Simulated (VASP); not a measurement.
Wanted: the native input for a VASP 6.6.1 run.

```yaml
Task: relaxation of cell and atoms
Functional: LDA
Potentials_or_basis: VASP PAW LDA potentials, release 64 (W_sv)
Cutoff: 600 eV
k_mesh: 11 × 11 × 11
Occupations: fermi-dirac, width 0.05 eV
Spin: no spin polarisation
Further_INCAR_settings: LASPH = False; ALGO = Fast; EDIFF = 1e-07; IBRION = 1; EDIFFG = -0.01; NSW = 40; ISIF = 3
```

The structure of W lies in POSCAR:

```
W
1.0
    0.0000000000      2.0300000000      2.0300000000
    2.0300000000      0.0000000000      2.0300000000
    2.0300000000      2.0300000000      0.0000000000
W
1
Direct
    0.0000000000      0.0000000000      0.0000000000
```

This isn't the form of W at room conditions, which is bcc.

One way to write it, as run:

INCAR

```
SYSTEM = W
PREC     = Accurate       ! precision mode
ENCUT    = 600            ! plane-wave cutoff, eV
EDIFF    = 1E-7           ! SCF threshold, eV
ISMEAR   = -1             ! smearing method
SIGMA    = 0.05           ! smearing width, eV
LREAL    = .False.        ! projectors in reciprocal space
LASPH    = .False.        ! aspherical terms in the spheres
NELM     = 60             ! most SCF steps
ALGO     = Fast           ! electronic algorithm
ISIF     = 3              ! what is computed and relaxed
LWAVE    = .False.        ! write WAVECAR
LCHARG   = .False.        ! write CHGCAR
GGA      = CA             ! functional
IBRION   = 1              ! ionic algorithm
NSW      = 40             ! ionic steps
EDIFFG   = -0.01          ! ionic threshold
PSTRESS  = 0
```

KPOINTS

```
regular mesh
0
Gamma
  11 11 11
  0 0 0
```

Potentials or basis: VASP PAW LDA potentials, release 64 (W_sv).

Run with:

```sh
$ cat potpaw_LDA.64/W_sv/POTCAR > POTCAR
$ mpirun -np 1 vasp_std > vasp.out
```

It gave:

```yaml
Relaxed_volume: 15.81 Å³/atom
Relaxed_cell: a = 2.817 Å, b = 2.817 Å, c = 2.817 Å, α = 60.00°, β = 60.00°, γ = 60.00°
Space_group_after_relaxing_to_0.05_Å: Fm-3m (No. 225)
Energy_gained_by_relaxing: 48.6 meV/atom
Ionic_steps: 5
Pressure_after_relaxing: 0.0 GPa
Band_gap_on_the_k_mesh: none (metal or under the smearing width)
```

Run time: 21 s on 1 thread of Intel(R) Xeon(R) Platinum 8488C (Sapphire Rapids) (shared host), peak memory 0.14 GiB.
